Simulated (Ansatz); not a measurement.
# InP: how much relativity matters

Aim: hold the cell of InP and change the physics step by step: no relativity; spin-orbit coupling on; point nuclei; inner shells corrected to Dirac's equation.

Method: DFT, at the level named in each step, in Ansatz 0.2.0.

## Step 1: The structure to begin with

Symmetry: Fm-3m, No. 225, cubic system. Conventional cell: a = 5.710 Å, b = 5.710 Å, c = 5.710 Å, α = 90.00°, β = 90.00°, γ = 90.00°. Around In (site symmetry m-3m) lie 6 P at 2.85 Å. P (site symmetry m-3m) is surrounded by 6 In at 2.85 Å.

Coordinates:

```xyz
2
Lattice="0.0000 2.8550 2.8550 2.8550 0.0000 2.8550 2.8550 2.8550 0.0000" Properties=species:S:1:pos:R:3 pbc="T T T"
In    0.0000    0.0000    0.0000
P     2.8550    2.8550    2.8550
```

The geometry is a database entry used as it stands. It may stem from high pressure or temperature, or be incomplete, so it serves as a test cell.

Atoms are numbered in the order of the input: In1, P2.

## Step 2: No relativity, LAPW

File input.yaml:

```yaml
crystal:
  lattice:
    - [0.0, 2.855, 2.855]
    - [2.855, 0.0, 2.855]
    - [2.855, 2.855, 0.0]
  atoms:
    - { symbol: In, position: [0.0, 0.0, 0.0] }
    - { symbol: P, position: [0.5, 0.5, 0.5] }
kpoints:
  mp_grid: { grid: [11, 11, 11] }
  band_path:
    path:
      - [0.0, 0.0, 0.0]
      - [0.5, 0.0, 0.5]
      - [0.625, 0.25, 0.625]
      - [0.375, 0.375, 0.75]
      - [0.0, 0.0, 0.0]
      - [0.5, 0.5, 0.5]
      - [0.5, 0.25, 0.75]
      - [0.5, 0.0, 0.5]
    npoints: 5
scf:
  occupations: { method: fermi_dirac, width: 0.03 }
hamiltonian:
  xc: pbe
  pseudopotentials:
    kind: all_electron
    lapw: { basis_error: 0.00025 }
    relativity: none
output:
  forces: true
  stress: true
  eigenvalues: true
```

Launch:

```console
$ ansatz run input.yaml --threads 1 --pin off --max-ram 2048MiB --backend cpu --events-out ev --progress --plain --runs-dir out
```

The log of the run, cut to the lines that bear on the results:

```text
LAPW: plane waves up to 7.480 Å⁻¹, error target 2.5e-4 eV per atom; P in spheres of 1.246 Å, 13 of its electrons in bands, Dirac shells []; In in spheres of 1.609 Å, 21 of its electrons in bands, Dirac shells []
[...]
Pseudopotentials: kind: all_electron
Pseudopotential: In, LAPW, valence charge 21, Schrödinger's equation, point nucleus
Pseudopotential: P, LAPW, valence charge 13, Schrödinger's equation, point nucleus
Functional definition: PBE
[...]
Crystal: 2 atoms, lattice volume = 46.542 Å³
Basis set: ecut = 213.19546326274187 eV, 331 PW (Γ), exchange–correlation at level 2
Bands: 21, of which v1, the nominal top of the filled ones, is band 17 counted from 1 (16 counted from 0)
Symmetry: 48 space group operations
Space group: Fm-3m (ITA 225), of the structure as read, at distance tolerance 3.6e-5 Å
k-points: 56 of 1331
[...]
SCF iter   1: F=—  HF=-165539.232636 eV  |F-HF|=—  |Δ(HF+E_count)|=         —  Δρ=3.13e-2  dr2=9.50e-1  ethr=2.79e-3  ⟨swp⟩=2.0  Hψ=7799  notcnv=0
[...]
the basis was enlarged: its passes take 201.6 KiB over the memory plan, 1 of 1 planned eigensolver slots
[...]
SCF iter   9: F=-165538.875078 eV  HF=-165538.875078 eV  |F-HF|=1.35e-8  |Δ(HF+E_count)|=   2.84e-8  Δρ=5.59e-6  dr2=2.35e-8  ethr=5.93e-10  ⟨swp⟩=2.2  Hψ=3430  notcnv=0
[...]
NSCF: frozen V_eff on 36 k-points
SCF converged after 9 iterations
Free energy (F): -165538.875078 eV
[...]
E sigma→0 (E₀):  -165538.873454 eV
Entropy (-TS):   -0.003247 eV (-1.623 meV/atom)
Fermi energy:    10.461678 eV
[...]
--- Forces (eV/Å), atoms counted from 1 ---
  atom   1  In    -0.00000000    -0.00000000     0.00000000
  atom   2  P      0.00000000    -0.00000000    -0.00000000
[...]
--- Stress (GPa, compression-positive) ---
       -5.483760       0.000000      -0.000000
        0.000000      -5.483760       0.000000
       -0.000000       0.000000      -5.483760
  P = ⅓ Tr σ = -5.4838 GPa (-54.838 kbar)
--- Band table (eV; the first three rows and the last of 56) ---
  k-point 0: bands = ["-156.3524", "-107.7847", "-107.7847", "-107.7847", "-95.8795", "-61.2428", "-61.2428", "-61.2428", "-4.8994", "-4.8994", "-4.8887", "-4.8887", "-4.8887", "-0.8132", "10.1925", "10.1925", "10.1925", "10.8782", "17.2637", "17.2637", "17.2637"]
[...]
```

It took 14 s on 1 thread, shared host.

Read from it: pressure -5.48 GPa; no gap.

## Step 3: Spin-orbit coupling on, LAPW

input.yaml: that of step 2 with these lines changed.

```diff
@@ -25,6 +25,3 @@
   xc: pbe
-  pseudopotentials:
-    kind: all_electron
-    lapw: { basis_error: 0.00025 }
-    relativity: none
+  pseudopotentials: { kind: all_electron, lapw: { basis_error: 0.00025 } }
 output:
@@ -33 +30,4 @@
   eigenvalues: true
+magnetization:
+  noncollinear: true
+  spin_orbit: true
```

Launch:

```console
$ ansatz run input.yaml --threads 1 --pin off --max-ram 2048MiB --backend cpu --events-out ev --progress --plain --runs-dir out
```

The log of the run, cut to the lines that bear on the results:

```text
LAPW: plane waves up to 7.483 Å⁻¹, error target 2.5e-4 eV per atom; Dirac's equation on spinors; P in spheres of 1.245 Å, 13 of its electrons in bands; In in spheres of 1.610 Å, 21 of its electrons in bands
[...]
[... 1 set-up line as earlier in the session ...]
Pseudopotential: In, LAPW, valence charge 21, Dirac's equation, gaussian nucleus
Pseudopotential: P, LAPW, valence charge 13, Dirac's equation, gaussian nucleus
[... 1 set-up line as earlier in the session ...]
[...]
non-collinear run that drives no moment, with spin-orbit: no starting moment large enough to seed its density (crystal.atoms[].spin), no starting occupations that ask for one, no magnetisation constraint and no magnetic field, so the semilocal B_xc is pinned to zero
Crystal: 2 atoms, lattice volume = 46.542 Å³
Basis set: ecut = 213.36109292913437 eV, 331 PW (Γ), exchange–correlation at level 2
[...]
NSCF: frozen V_eff on 36 k-points
SCF converged after 8 iterations
Magnetization: |M| = 0.0000 μB,  M = (+0.0000, +0.0000, +0.0000) μB
Absolute magnetization: 0.0000 μB (∫|m|)
  site 0: m = (+0.0000, +0.0000, +0.0000) μB, |m| = 0.0000 μB  (R = 1.61 Å)
  site 1: m = (+0.0000, +0.0000, +0.0000) μB, |m| = 0.0000 μB  (R = 1.25 Å)
Free energy (F): -169398.003538 eV
[...]
E sigma→0 (E₀):  -169398.002244 eV
Entropy (-TS):   -0.002588 eV (-1.294 meV/atom)
Fermi energy:    10.179325 eV
[...]
--- Forces (eV/Å), atoms counted from 1 ---
  atom   1  In     0.00000000     0.00000000    -0.00000000
  atom   2  P      0.00000000    -0.00000000    -0.00000000
[...]
--- Stress (GPa, compression-positive) ---
       -5.416110      -0.000000       0.000000
       -0.000000      -5.416110       0.000000
        0.000000       0.000000      -5.416110
  P = ⅓ Tr σ = -5.4161 GPa (-54.161 kbar)
--- Band table (eV; the first three rows and the last of 56) ---
[...]
```

Run time: 2.2 min. Hardware: 1 thread, shared host.

Result: pressure -5.42 GPa; no gap.

At the corners of the path (eV, zero at the Fermi level):

```csv
point,band 31,band 32,band 33,band 34,band 35,band 36,band 37
Γ,-0.15,-0.15,-0.15,-0.15,-0.15,-0.15,7.07
X,-2.57,-2.57,-2.09,-2.09,-1.97,-1.97,4.04
U,-3.86,-3.86,-1.43,-1.43,0.11,0.11,5.37
K,-3.86,-3.86,-1.43,-1.43,0.11,0.11,5.37
Γ,-0.15,-0.15,-0.15,-0.15,-0.15,-0.15,7.07
L,0.13,0.13,0.15,0.15,2.41,2.41,3.30
W,-3.45,-3.45,-3.37,-3.37,2.09,2.09,4.35
X,-2.57,-2.57,-2.09,-2.09,-1.97,-1.97,4.04
```

## Step 4: Spin-orbit coupling on, PAW

input.yaml: that of step 3 with these lines changed.

```diff
@@ -25,3 +25,3 @@
   xc: pbe
-  pseudopotentials: { kind: all_electron, lapw: { basis_error: 0.00025 } }
+  pseudopotentials: { kind: paw_fr }
 output:
@@ -30,2 +30,7 @@
   eigenvalues: true
+  efg: { contact_densities: true }
+  write_density: true
+  write_potential: true
+  elf: true
+  volumetric_format: npy
 magnetization:
```

Launch:

```console
$ ansatz run input.yaml --threads 1 --pin off --max-ram 2048MiB --backend cpu --events-out ev --progress --plain --runs-dir out
```

The log of the run, cut to the lines that bear on the results:

```text
[...]
Pseudopotentials: kind: paw_fr
Pseudopotential: In, paw_fr, valence charge 13, recommended cutoff 420 eV (normal)#standard-fr
Pseudopotential: P, paw_fr, valence charge 5, recommended cutoff 420 eV (normal)#standard-fr
[... 1 set-up line as earlier in the session ...]
[...]
non-collinear run that drives no moment, with spin-orbit: no starting moment large enough to seed its density (crystal.atoms[].spin), no starting occupations that ask for one, no magnetisation constraint and no magnetic field, so the semilocal B_xc is pinned to zero
Crystal: 2 atoms, lattice volume = 46.542 Å³
Basis set: ecut = 420 eV, 941 PW (Γ), exchange–correlation on 54×54×54 points (8 copies of the dense FFT grid, shifted against one another)
Bands: 26, of which v1, the nominal top of the filled ones, is band 18 counted from 1 (17 counted from 0)
Symmetry: 48 space group operations + 48 with time reversal
[...]
Free energy (F): -6355.367990 eV
[...]
E sigma→0 (E₀):  -6355.366695 eV
Entropy (-TS):   -0.002590 eV (-1.295 meV/atom)
Fermi energy:    7.906025 eV
[...]
--- Forces (eV/Å), atoms counted from 1 ---
  atom   1  In     0.00000000    -0.00000000     0.00000000
  atom   2  P      0.00000000     0.00000000     0.00000000
[...]
--- Stress (GPa, compression-positive) ---
       -5.423896      -0.000000       0.000000
        0.000000      -5.423896       0.000000
        0.000000      -0.000000      -5.423896
  P = ⅓ Tr σ = -5.4239 GPa (-54.239 kbar)
--- PAW observables at the nuclei: V_zz in 10²¹ V/m², potentials from the cell's mean, atoms counted from 1 ---
  atom   1  In V_zz =    -0.000000   η = 0.0000   by run symmetry: forbidden
            electrostatic potential = -7943.116093 V   contact ρ = 1135883.326755 e/Å³
  atom   2  P  V_zz =    -0.000000   η = 0.0000   by run symmetry: forbidden
            electrostatic potential = -1495.949898 V   contact ρ = 16027.389093 e/Å³
--- Band table (eV; the first three rows and the last of 56) ---
[... band rows left out ...]
[...]
```

Wall time 24 s (1 thread, shared host).

Read from it: pressure -5.42 GPa; no gap.

## Step 5: Point nuclei, LAPW

File input.yaml:

```yaml
crystal:
  lattice:
    - [0.0, 2.855, 2.855]
    - [2.855, 0.0, 2.855]
    - [2.855, 2.855, 0.0]
  atoms:
    - { symbol: In, position: [0.0, 0.0, 0.0] }
    - { symbol: P, position: [0.5, 0.5, 0.5] }
kpoints:
  mp_grid: { grid: [11, 11, 11] }
scf:
  occupations: { method: fermi_dirac, width: 0.03 }
hamiltonian:
  xc: pbe
  pseudopotentials:
    kind: all_electron
    lapw: { basis_error: 0.00025 }
    nuclear_model: point
output:
  forces: true
  stress: true
  eigenvalues: true
```

Launch:

```console
$ ansatz run input.yaml --threads 1 --pin off --max-ram 2048MiB --backend cpu --events-out ev --progress --plain --runs-dir out
```

The log of the run, cut to the lines that bear on the results:

```text
LAPW: plane waves up to 7.483 Å⁻¹, error target 2.5e-4 eV per atom; small_component_spin mean_spin; P in spheres of 1.245 Å, 13 of its electrons in bands, Dirac shells []; In in spheres of 1.610 Å, 21 of its electrons in bands, Dirac shells []
[...]
[... 1 set-up line as earlier in the session ...]
Pseudopotential: In, LAPW, valence charge 21, Koelling and Harmon's equation, point nucleus
Pseudopotential: P, LAPW, valence charge 13, Koelling and Harmon's equation, point nucleus
[... 1 set-up line as earlier in the session ...]
[...]
Crystal: 2 atoms, lattice volume = 46.542 Å³
Basis set: ecut = 213.35438676418605 eV, 331 PW (Γ), exchange–correlation at level 2
Bands: 21, of which v1, the nominal top of the filled ones, is band 17 counted from 1 (16 counted from 0)
[... 2 set-up lines as earlier in the session ...]
k-points: 56 of 1331
[...]
the basis was enlarged: its passes take 405.4 KiB over the memory plan, 1 of 1 planned eigensolver slots
[...]
SCF iter   8: F=-169358.759985 eV  HF=-169358.759985 eV  |F-HF|=1.29e-8  |Δ(HF+E_count)|=   2.60e-6  Δρ=1.04e-5  dr2=6.18e-8  ethr=5.79e-9  ⟨swp⟩=3.0  Hψ=3686  notcnv=0
[...]
SCF converged after 8 iterations
Free energy (F): -169358.759985 eV
[...]
E sigma→0 (E₀):  -169358.758706 eV
Entropy (-TS):   -0.002558 eV (-1.279 meV/atom)
Fermi energy:    10.180888 eV
[...]
--- Forces (eV/Å), atoms counted from 1 ---
  atom   1  In    -0.00000000     0.00000000     0.00000000
  atom   2  P      0.00000000    -0.00000000    -0.00000000
[...]
--- Stress (GPa, compression-positive) ---
       -5.361956      -0.000000      -0.000000
       -0.000000      -5.361956       0.000000
       -0.000000       0.000000      -5.361956
  P = ⅓ Tr σ = -5.3620 GPa (-53.620 kbar)
--- Band table (eV; the first three rows and the last of 56) ---
[... band rows left out ...]
[...]
```

Run time: 11 s. Hardware: 1 thread, shared host.

Result: pressure -5.36 GPa; no gap.

## Step 6: Point nuclei, crystal datasets

input.yaml: that of step 5 with these lines changed.

```diff
@@ -14,6 +14,3 @@
   xc: pbe
-  pseudopotentials:
-    kind: all_electron
-    lapw: { basis_error: 0.00025 }
-    nuclear_model: point
+  pseudopotentials: { kind: all_electron, datasets: crystal, nuclear_model: point }
 output:
@@ -22 +19,2 @@
   eigenvalues: true
+  efg: { contact_densities: true }
```

Launch:

```console
$ ansatz run input.yaml --threads 1 --pin off --max-ram 2048MiB --backend cpu --events-out ev --progress --plain --runs-dir out
```

The log of the run, cut to the lines that bear on the results:

```text
[...]
In: output.efg is read without spin–orbit coupling, which moves field gradients at and beside such atoms by some per cent and up to a factor of two; PAW files take it under magnetization.noncollinear and magnetization.spin_orbit
[...]
[... 1 set-up line as earlier in the session ...]
Pseudopotential: In, paw, valence charge 13, recommended cutoff 240 eV (normal), Koelling and Harmon's equation, point nucleus
Pseudopotential: P, paw, valence charge 5, recommended cutoff 240 eV (normal), Koelling and Harmon's equation, point nucleus
[... 1 set-up line as earlier in the session ...]
[...]
Crystal: 2 atoms, lattice volume = 46.542 Å³
Basis set: ecut = 240 eV, 411 PW (Γ), exchange–correlation on 48×48×48 points (8 copies of the dense FFT grid, shifted against one another)
Bands: 13, of which v1, the nominal top of the filled ones, is band 9 counted from 1 (8 counted from 0)
[... 1 set-up line as earlier in the session ...]
[...]
--- Forces (eV/Å), atoms counted from 1 ---
  atom   1  In    -0.00000000     0.00000000     0.00000000
  atom   2  P      0.00000000     0.00000000    -0.00000000
[...]
--- Stress (GPa, compression-positive) ---
       -5.360840      -0.000000       0.000000
       -0.000000      -5.360840      -0.000000
       -0.000000       0.000000      -5.360840
  P = ⅓ Tr σ = -5.3608 GPa (-53.608 kbar)
--- PAW observables at the nuclei: V_zz in 10²¹ V/m², potentials from the cell's mean, atoms counted from 1 ---
  atom   1  In V_zz =    -0.000000   η = 0.0000   by run symmetry: forbidden
            electrostatic potential = -7937.698916 V   contact ρ = 1198482.723416 e/Å³
  atom   2  P  V_zz =    -0.000000   η = 0.0000   by run symmetry: forbidden
            electrostatic potential = -1495.878502 V   contact ρ = 16120.254469 e/Å³
--- Band table (eV; the first three rows and the last of 56) ---
  k-point 0: bands = ["-3.9201", "-3.9201", "-3.9061", "-3.9061", "-3.9061", "-1.1671", "9.9810", "9.9810", "9.9810", "10.0293", "17.2647"]
[...]
```

It took 4.6 s on 1 thread, shared host.

Read from it: pressure -5.36 GPa; no gap.

## Step 7: Inner shells corrected to Dirac's equation, LAPW

input.yaml: that of step 6 with these lines changed.

```diff
@@ -14,3 +14,6 @@
   xc: pbe
-  pseudopotentials: { kind: all_electron, datasets: crystal, nuclear_model: point }
+  pseudopotentials:
+    kind: all_electron
+    lapw: { basis_error: 0.00025 }
+    dirac_shells: { In: ["3p", "3d"] }
 output:
@@ -19,2 +22 @@
   eigenvalues: true
-  efg: { contact_densities: true }
```

Launch:

```console
$ ansatz run input.yaml --threads 1 --pin off --max-ram 2048MiB --backend cpu --events-out ev --progress --plain --runs-dir out
```

The log of the run, cut to the lines that bear on the results:

```text
LAPW: plane waves up to 7.483 Å⁻¹, error target 2.5e-4 eV per atom; small_component_spin mean_spin; P in spheres of 1.245 Å, 13 of its electrons in bands, Dirac shells []; In in spheres of 1.610 Å, 21 of its electrons in bands, Dirac shells [2p, 3p, 3d]
[...]
[... 1 set-up line as earlier in the session ...]
Pseudopotential: In, LAPW, valence charge 21, Koelling and Harmon's equation with Dirac's for 2p 3p 3d, gaussian nucleus
Pseudopotential: P, LAPW, valence charge 13, Koelling and Harmon's equation, gaussian nucleus
[... 1 set-up line as earlier in the session ...]
[...]
Crystal: 2 atoms, lattice volume = 46.542 Å³
Basis set: ecut = 213.3560990677566 eV, 331 PW (Γ), exchange–correlation at level 2
Bands: 21, of which v1, the nominal top of the filled ones, is band 17 counted from 1 (16 counted from 0)
[... 1 set-up line as earlier in the session ...]
[...]
the basis was enlarged: its passes take 395.6 KiB over the memory plan, 1 of 1 planned eigensolver slots
[...]
SCF iter   8: F=-169396.734737 eV  HF=-169396.734737 eV  |F-HF|=1.30e-8  |Δ(HF+E_count)|=   2.60e-6  Δρ=1.04e-5  dr2=6.18e-8  ethr=5.79e-9  ⟨swp⟩=3.0  Hψ=3686  notcnv=0
[...]
SCF converged after 8 iterations
Free energy (F): -169396.734737 eV
[...]
E sigma→0 (E₀):  -169396.733460 eV
Entropy (-TS):   -0.002555 eV (-1.278 meV/atom)
Fermi energy:    10.181787 eV
[...]
--- Forces (eV/Å), atoms counted from 1 ---
  atom   1  In    -0.00000000     0.00000000     0.00000000
  atom   2  P      0.00000000    -0.00000000    -0.00000000
[...]
--- Stress (GPa, compression-positive) ---
       -5.359288      -0.000000       0.000000
       -0.000000      -5.359288      -0.000000
        0.000000      -0.000000      -5.359288
  P = ⅓ Tr σ = -5.3593 GPa (-53.593 kbar)
--- Band table (eV; the first three rows and the last of 56) ---
[... band rows left out ...]
[...]
```

Wall time 11 s (1 thread, shared host).

This run gives: pressure -5.36 GPa; no gap.

## Step 8: Side by side

```
                                             run  pressure (GPa)  SCF cycles, all passes
                             no relativity, LAPW           -5.48                       9
                    spin-orbit coupling on, LAPW           -5.42                       8
                     spin-orbit coupling on, PAW           -5.42                       8
                              point nuclei, LAPW           -5.36                       8
                  point nuclei, crystal datasets           -5.36                       8
inner shells corrected to Dirac's equation, LAPW           -5.36                       8
```

## Step 9: Outcome

| quantity | value |
| --- | --- |
| pressure, no relativity, LAPW | -5.48 GPa |
| pressure, spin-orbit coupling on, LAPW | -5.42 GPa |
| pressure, point nuclei, LAPW | -5.36 GPa |
| pressure, inner shells corrected to Dirac's equation, LAPW | -5.36 GPa |

In words: Going from no relativity to the scalar-relativistic run with point nuclei moves the pressure by +0.12 GPa; the heaviest element has Z = 49. From that run, spin-orbit coupling moves the pressure by -0.05 GPa. With spin-orbit coupling, PAW lies less than 0.01 GPa from LAPW in pressure.
